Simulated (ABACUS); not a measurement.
The system is Nb.

```
Nb
1.0
     1.66395    1.66395    1.66395
    -1.66395    1.66395    1.66395
    -1.66395   -1.66395    1.66395
Nb
1
Direct
  0.00000 0.00000 0.00000
```

- Program: ABACUS 3.10.1
- Task: relaxation of cell and atoms
- Functional: LDA
- Potentials or basis: PseudoDojo NC SR 0.4.1 LDA standard
- Cutoff: 1361 eV
- Density cutoff: 5442 eV
- Basis: DZP LCAO (the cutoffs set its grid)
- k mesh: 10 × 10 × 10
- Occupations: fermi-dirac, width 0.05 eV
- Spin: no spin polarisation

At the start: pressure -10.9 GPa; volume 18.43 Å³/atom.

Question: Where does the relaxation end?

Answer: Over 4 steps the energy falls by 43.6 meV/atom and the volume is 17.21 Å³/atom (-6.6 %); space group Im-3m (No. 229, to 0.05 Å).

Step by step:
| step | energy change (eV) | largest force (eV/Å) | pressure (GPa) | volume (Å³) |
| --- | --- | --- | --- | --- |
| 1 | 0.0000 | 0.0000 | -10.95 | 18.43 |
| 2 | 0.1197 | 0.0000 | 28.77 | 15.16 |
| 3 | -0.0435 | 0.0000 | -0.33 | 17.24 |
| 4 | -0.0436 | 0.0000 | -0.05 | 17.21 |

Final structure:
```
Nb
1.0
     1.62642    1.62642    1.62642
    -1.62642    1.62642    1.62642
    -1.62642   -1.62642    1.62642
Nb
1
Direct
  0.00000 0.00000 0.00000
```

Caveat: the atomic orbitals were generated for these runs and aren't a published set; the basis of atomic orbitals isn't converged, which shifts pressures, moduli and gaps.
